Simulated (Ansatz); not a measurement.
## Re in Ansatz: the effect of functional

Re:

```xyz
2
Lattice="2.8149 0.0000 0.0000 -1.4075 2.4378 0.0000 0.0000 0.0000 4.5456" Properties=species:S:1:pos:R:3 pbc="T T T"
Re    1.4075    0.8126    3.4092
Re    0.0000    1.6252    1.1364
```

The cell isn't the ideal one: volume scaled by 1.06.

Alike in all runs:

| Property | Result |
| --- | --- |
| Program | Ansatz 0.2.0 |
| Task | single point |
| Potentials or basis | Ansatz PAW |
| k mesh | 11 × 11 × 6 |
| Occupations | fermi-dirac, width 0.05 eV |
| Spin | no spin polarisation |

| functional | cutoff | pressure (GPa) |
| --- | --- | --- |
| LDA | 420 eV (not typed: the program's choice for these potentials) | ? |
| r2SCAN | 500 eV (not typed: the program's choice for these potentials) | -20.1 |
| PBE | 420 eV (not typed: the program's choice for these potentials) | -14.0 |

Task: What does the run with functional LDA give?

Result: Pressure -28.4 GPa.

Caveats: the PAW data sets come from PBE, with cores solved anew for the run's functional, which leaves a small shift of forces and pressure (some runs).
